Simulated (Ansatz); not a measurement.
**BN under uniaxial strain: field gradients at the nuclei**

Cell: a COD entry, whose atoms a relaxation with PBE at fixed cell left in place.

```
CELL_PARAMETERS angstrom
0.00000 1.80750 1.80750
1.80750 0.00000 1.80750
1.80750 1.80750 0.00000
ATOMIC_POSITIONS crystal
B 0.00000 0.00000 0.00000
N 0.25000 0.25000 0.25000
```

Atom numbers follow the list; atoms alike are taken as one site, whose name carries the number of the first.

Method: Kohn–Sham DFT in Ansatz, PBE, plane waves and PAW, scalar-relativistic, 420 eV cutoff, Γ-centred 14×14×14 k-points, Fermi–Dirac smearing 0.02 eV.

The cell is stretched along z (the third Cartesian axis of the run's cell), x and y held, and the ions relax again each time.

```
strain along z (%)  B: V along z (10²¹ V/m²)  N: V along z (10²¹ V/m²)
                -3                      0.08                     -0.50
                -2                      0.05                     -0.33
                -1                      0.03                     -0.17
                 0                      0.00                      0.00
                +1                     -0.03                      0.17
                +2                         ?                         ?
                +3                     -0.08                      0.51
```

(1) Estimate the row at +2 % from the others.

## Answers

(1) B: -0.05; N: 0.34. Worked for B: a straight line through the other 6 rows has a slope of -0.026 × 10²¹ V/m² per per cent of strain and gives -0.05 at +2 %, against -0.05 from the run; the response is too small for these digits to tell its shape. For ¹¹B that is −0.026 MHz of C_Q per per cent. Worked for N: a straight line through the other 6 rows has a slope of 0.168 × 10²¹ V/m² per per cent of strain and gives 0.34 at +2 %, against 0.34 from the run, so the response is nearly linear here. For ¹⁴N that is 0.083 MHz of C_Q per per cent. Without strain B and N sit on a cubic site without a gradient, so the whole gradient comes from the strain.
